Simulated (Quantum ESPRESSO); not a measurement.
# Bi in Quantum ESPRESSO: notebook, part 2 of 2

Quantum ESPRESSO 7.5.

## (4) Work function, PBE

Contents of pw.in:

```
&CONTROL
  calculation = 'scf'
  prefix = 'pwscf'
  outdir = './tmp'
  pseudo_dir = './pseudo'
  tprnfor = .true.
  disk_io = 'low'
/
&SYSTEM
  ibrav = 0
  celldm(1) = 8
  nat = 3
  ntyp = 1
  ecutwfc = 66
  nbnd = 31
  occupations = 'smearing'
  smearing = 'fd'
  degauss = 0.00367493
/
&ELECTRONS
  conv_thr = 3d-09
  electron_maxstep = 150
  mixing_beta = 0.3
  mixing_mode = 'local-TF'
/
ATOMIC_SPECIES
Bi   208.9804 Bi.upf
CELL_PARAMETERS alat
  1.0721834307628   0.0000000000000   0.0000000000000
 -0.5360917153602   0.9285380885587   0.0000000000000
  0.0000000000000   0.0000000000000   6.3374327746981
ATOMIC_POSITIONS crystal
Bi     0.3333333333    0.6666666666    0.2795482500
Bi     0.6666666667    0.3333333334    0.5000000000
Bi     0.3333333333    0.6666666666    0.7204517500
K_POINTS automatic
9 9 1 0 0 0
```

Contents of pp_density.in:

```
&INPUTPP
  prefix = 'pwscf'
  outdir = './tmp'
  filplot = 'density.dat'
  plot_num = 0
/
&PLOT
  nfile = 1
  filepp(1) = 'density.dat'
  iflag = 3
  output_format = 6
  fileout = 'density.cube'
/
```

Contents of pp_potential.in:

```
&INPUTPP
  prefix = 'pwscf'
  outdir = './tmp'
  filplot = 'potential.dat'
  plot_num = 11
/
&PLOT
  nfile = 1
  filepp(1) = 'potential.dat'
  iflag = 3
  output_format = 6
  fileout = 'potential.cube'
/
```

Contents of pp_elf.in:

```
&INPUTPP
  prefix = 'pwscf'
  outdir = './tmp'
  filplot = 'elf.dat'
  plot_num = 8
/
&PLOT
  nfile = 1
  filepp(1) = 'elf.dat'
  iflag = 3
  output_format = 6
  fileout = 'elf.cube'
/
```

Potentials or basis: PseudoDojo 0.4.1 SR PBE standard.

Started as:

```
$ OMP_NUM_THREADS=1 mpirun -n 2 pw.x -nk 2 -in pw.in > pw.out
$ OMP_NUM_THREADS=1 mpirun -n 1 pp.x -in pp_density.in > pp_density.out
$ OMP_NUM_THREADS=1 mpirun -n 1 pp.x -in pp_potential.in > pp_potential.out
$ OMP_NUM_THREADS=1 mpirun -n 1 pp.x -in pp_elf.in > pp_elf.out
```

pw.out:

```text
This program is part of the open-source Quantum ESPRESSO suite
     for quantum simulation of materials; please cite
[... 6 lines left out ...]
     using ibrav=0 with symmetry is DISCOURAGED, use correct ibrav instead

     K-points division:     npool     =       2
     Subspace diagonalization in iterative solution of the eigenvalue problem:
     a serial algorithm will be used

     G-vector sticks info
     --------------------
     sticks:   dense  smooth     PW     G-vecs:    dense   smooth      PW
     Sum        1345    1345    379               234023   234023   34897

     Using Slab Decomposition

     bravais-lattice index     =            0
     lattice parameter (alat)  =       8.0000  a.u.
     unit-cell volume          =    3230.3691 (a.u.)^3
     number of atoms/cell      =            3
     number of atomic types    =            1
     number of electrons       =        45.00
     number of Kohn-Sham states=           31
     kinetic-energy cutoff     =      66.0000  Ry
     charge density cutoff     =     264.0000  Ry
     scf convergence threshold =      3.0E-09
     mixing beta               =       0.3000
     number of iterations used =            8  local-TF  mixing
     Exchange-correlation= PBE
                           (   1   4   3   4   0   0   0)

     celldm(1)=   8.000000  celldm(2)=   0.000000  celldm(3)=   0.000000
     celldm(4)=   0.000000  celldm(5)=   0.000000  celldm(6)=   0.000000

     crystal axes: (cart. coord. in units of alat)
               a(1) = (   1.072183   0.000000   0.000000 )
               a(2) = (  -0.536092   0.928538   0.000000 )
               a(3) = (   0.000000   0.000000   6.337433 )

     reciprocal axes: (cart. coord. in units 2 pi/alat)
               b(1) = (  0.932676  0.538481 -0.000000 )
               b(2) = (  0.000000  1.076962  0.000000 )
               b(3) = (  0.000000 -0.000000  0.157793 )

     PseudoPot. # 1 for Bi read from file:
     Bi.upf
     Pseudo is Norm-conserving + core correction, Zval = 15.0
     Generated using ONCVPSP code by D. R. Hamann
     Using radial grid of 1490 points,  6 beta functions with:
                l(1) =   0
                l(2) =   0
                l(3) =   1
                l(4) =   1
                l(5) =   2
                l(6) =   2

     atomic species   valence    mass     pseudopotential
     Bi               15.00   208.98040     Bi( 1.00)

     12 Sym. Ops. (no inversion) found

   Cartesian axes

     site n.     atom                  positions (alat units)
         1        Bi     tau(   1) = (   0.0000000   0.6190254   1.7716182  )
         2        Bi     tau(   2) = (   0.5360917   0.3095127   3.1687164  )
         3        Bi     tau(   3) = (   0.0000000   0.6190254   4.5658145  )

     number of k points=    12  Fermi-Dirac smearing, width (Ry)=  0.0037
                       cart. coord. in units 2pi/alat
        k(    1) = (   0.0000000   0.0000000   0.0000000), wk =   0.0246914
        k(    2) = (   0.0000000   0.1196624   0.0000000), wk =   0.1481481
        k(    3) = (   0.0000000   0.2393248   0.0000000), wk =   0.1481481
        k(    4) = (   0.0000000   0.3589872   0.0000000), wk =   0.1481481
        k(    5) = (   0.0000000   0.4786497   0.0000000), wk =   0.1481481
        k(    6) = (   0.1036307   0.1794936   0.0000000), wk =   0.1481481
        k(    7) = (   0.1036307   0.2991560   0.0000000), wk =   0.2962963
        k(    8) = (   0.1036307   0.4188185   0.0000000), wk =   0.2962963
        k(    9) = (   0.1036307   0.5384809   0.0000000), wk =   0.1481481
        k(   10) = (   0.2072614   0.3589872   0.0000000), wk =   0.1481481
        k(   11) = (   0.2072614   0.4786497   0.0000000), wk =   0.2962963
        k(   12) = (   0.3108921   0.5384809   0.0000000), wk =   0.0493827

     Dense  grid:   234023 G-vectors     FFT dimensions: (  45,  45, 270)

     Initial potential from superposition of free atoms

     starting charge      44.9975, renormalised to      45.0000

     negative rho (up, down):  2.997E-06 0.000E+00
     Starting wfcs are   27 randomized atomic wfcs +    4 random wfcs

     Self-consistent Calculation

     iteration #  1     ecut=    66.00 Ry     beta= 0.30
     Davidson diagonalization with overlap
     ethr =  1.00E-02,  avg # of iterations =  8.8

     Threshold (ethr) on eigenvalues was too large:
     Diagonalizing with lowered threshold

     Davidson diagonalization with overlap
     ethr =  3.00E-05,  avg # of iterations = 10.5

     negative rho (up, down):  5.094E-05 0.000E+00

     total energy              =    -491.80777635 Ry
     estimated scf accuracy    <       0.01421745 Ry

     iteration #  2     ecut=    66.00 Ry     beta= 0.30
     Davidson diagonalization with overlap
     ethr =  3.16E-05,  avg # of iterations =  1.0
[... 100 lines left out ...]
     total energy              =    -491.80686776 Ry
     estimated scf accuracy    <       0.00000002 Ry

     iteration # 14     ecut=    66.00 Ry     beta= 0.30
     Davidson diagonalization with overlap
     ethr =  4.33E-11,  avg # of iterations =  2.2

     End of self-consistent calculation

          k = 0.0000 0.0000 0.0000 ( 29135 PWs)   bands (ev):

   -24.3323 -24.3323 -24.3321 -24.3298 -24.3298 -24.3250 -24.3250 -24.3250
   -24.3250 -24.3240 -24.3240 -24.3218 -24.3218 -24.3218 -24.3218 -11.8387
   -11.8317 -11.8298  -2.2973  -2.1313  -1.9461  -0.1072  -0.1072  -0.1004
    -0.1004  -0.0978  -0.0978   1.6697   2.0928   2.6050   3.2236

          k = 0.0000 0.1197 0.0000 ( 29177 PWs)   bands (ev):

   -24.3325 -24.3315 -24.3315 -24.3301 -24.3299 -24.3251 -24.3251 -24.3242
   -24.3242 -24.3235 -24.3235 -24.3221 -24.3221 -24.3219 -24.3219 -11.8032
   -11.7963 -11.7945  -2.2212  -2.0607  -1.8820  -0.6729  -0.6582  -0.6521
    -0.2028  -0.1943  -0.1899   2.0129   2.4206   2.8907   3.6010
[... 64 lines left out ...]
          k = 0.3109 0.5385 0.0000 ( 29277 PWs)   bands (ev):

   -24.3315 -24.3315 -24.3282 -24.3282 -24.3279 -24.3236 -24.3236 -24.3236
   -24.3236 -24.3209 -24.3209 -24.3209 -24.3209 -24.3198 -24.3198 -11.4665
   -11.4611 -11.4611  -2.2705  -2.2534  -2.2500  -2.2481  -2.2475  -2.2268
    -1.2809  -1.2803  -1.2765   3.8816   4.1095   4.1381   4.2551

     the Fermi energy is    -1.5255 ev

!    total energy              =    -491.80686776 Ry
     estimated scf accuracy    <          5.5E-10 Ry
     smearing contrib. (-TS)   =      -0.00686562 Ry
     internal energy E=F+TS    =    -491.80000215 Ry

     The total energy is F=E-TS. E is the sum of the following terms:
     one-electron contribution =    -794.94212776 Ry
     hartree contribution      =     404.34526585 Ry
     xc contribution           =    -129.09602023 Ry
     ewald contribution        =      27.89287999 Ry

     convergence has been achieved in  14 iterations

     Forces acting on atoms (cartesian axes, Ry/au):

     atom    1 type  1   force =     0.00000000    0.00000000    0.00131329
     atom    2 type  1   force =     0.00000000    0.00000000    0.00000000
     atom    3 type  1   force =     0.00000000   -0.00000000   -0.00131329

     Total force =     0.001857     Total SCF correction =     0.000085

=------------------------------------------------------------------------------=
   JOB DONE.
=------------------------------------------------------------------------------=
```

pp_density.out:

```text
This program is part of the open-source Quantum ESPRESSO suite
     for quantum simulation of materials; please cite
         "P. Giannozzi et al., J. Phys.:Condens. Matter 21 395502 (2009);
         "P. Giannozzi et al., J. Phys.:Condens. Matter 29 465901 (2017);
         "P. Giannozzi et al., J. Chem. Phys. 152 154105 (2020);
     in publications or presentations arising from this work. More details at

     IMPORTANT: XC functional enforced from input :
     Exchange-correlation= PBE
                           (   1   4   3   4   0   0   0)
     Any further DFT definition will be discarded
     Please, verify this is what you really want

     G-vector sticks info
     --------------------
     sticks:   dense  smooth     PW     G-vecs:    dense   smooth      PW
     Sum        1345    1345    379               234023   234023   34897

     Using Slab Decomposition

     Calling punch_plot, plot_num =   0
     Writing data to file  density.dat
     Reading data from file  density.dat

     Writing data to be plotted to file density.cube
     Plot Type: 3D                     Output format: Gaussian cube

=------------------------------------------------------------------------------=
   JOB DONE.
=------------------------------------------------------------------------------=
```

Run time: 3.5 min. Hardware: 2 MPI ranks of Arm Neoverse V1, shared host; peak memory 0.9 GiB.

What came out:

* Free energy: -6691.3733 eV
* Largest force: 0.034 eV/Å
* Band gap on the k mesh: none (metal or under the smearing width)
* Work function of the upper face: 4.78 eV
* Work function of the lower face: 4.78 eV

Forces in eV/Å, atoms in the order of the input:
```
Bi   0.000  0.000  0.034
Bi   0.000  0.000  0.000
Bi   0.000  0.000 -0.034
```

Levels at points of the mesh, in eV from the Fermi level:
```tsv
k point	band 19	band 20	band 21	band 22	band 23	band 24	band 25	band 26
(0.00, 0.00, 0.00)	-0.77	-0.61	-0.42	1.42	1.42	1.43	1.43	1.43
```

Caveat: spin-orbit coupling is left out, which moves the levels of the heavy elements.

## (5) Summary

```csv
k mesh,gap on the mesh (eV),largest force (eV/Å),work function (eV)
6 × 6 × 1,none,0.03,4.80
7 × 7 × 1,none,0.03,4.79
9 × 9 × 1,none,0.03,4.78
```

Alike in all rows: task work function; level PBE; potentials or basis PseudoDojo 0.4.1 SR PBE standard; no spin polarisation; cell as given; cutoff (eV) 898; smearing fermi-dirac 0.05 eV.

Every run on the cell as given and a fine mesh finds a metal.

Caveats: spin-orbit coupling is left out, which moves the levels of the heavy elements.

Total energies depend on the potentials used, so only differences within one code and one set of settings carry meaning.
